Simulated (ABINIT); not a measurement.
Input of an ABINIT 10.8.3 (patched build) run:

run.abi

```
# Datasets: ground state, then fixed potential
ndtset 2

# Pseudopotentials
pp_dirpath "./"
pseudos "Ca.LDA_PW-JTH.xml, O.LDA_PW-JTH.xml"

# Structure
acell 6.4234456684 6.4234456684 6.4234456684
rprim
     0.0000000000     0.7071067812     0.7071067812
     0.7071067812     0.0000000000     0.7071067812
     0.7071067812     0.7071067812     0.0000000000
ntypat 2
znucl 20 8
natom 2
typat 1 2
xred
     0.0000000000     0.0000000000     0.0000000000
     0.5000000000     0.5000000000     0.5000000000

# Plane-wave basis
ecut 23.0
pawecutdg 45.0

# Exchange and correlation
ixc 2

# Bands and occupations
occopt 3
tsmear 0.00183747

# SCF cycle
nstep 100

# Output
iomode 3
prtwf 0
prteig 0
prtebands 0
prtden1 1
prtvha1 1
prtvclmb1 1
prtpot1 1

# Dataset 1
kptopt1 1
ngkpt1 10 10 10
nshiftk1 1
shiftk1 0.0 0.0 0.0
nband1 12
tolvrs1 1.0e-9

# Dataset 2: bands along G-X-W-K-G-L-U-W-L-K
iscf2 -2
getden2 1
nband2 16
nbdbuf2 2
tolwfr2 1.0e-12
kptopt2 -9
ndivsm2 5
prteig2 1
prtvol2 -3
kptbounds2
     0.0000000000     0.0000000000     0.0000000000
     0.5000000000     0.0000000000     0.5000000000
     0.5000000000     0.2500000000     0.7500000000
     0.3750000000     0.3750000000     0.7500000000
     0.0000000000     0.0000000000     0.0000000000
     0.5000000000     0.5000000000     0.5000000000
     0.6250000000     0.2500000000     0.6250000000
     0.5000000000     0.2500000000     0.7500000000
     0.5000000000     0.5000000000     0.5000000000
     0.3750000000     0.3750000000     0.7500000000
```

Potentials or basis: JTH PAW LDA v2.0.

Run with:

```sh
$ abinit run.abi > log 2>&1
```

(1) What does it give for the band gap on the k mesh?

(2) Predict the band gap along the path.

(3) Predict the pressure.

Results:

(1) 3.48 eV, indirect (least direct gap 3.85 eV).

(2) 3.48 eV, indirect (least direct gap 3.85 eV).

(3) -7.1 GPa.
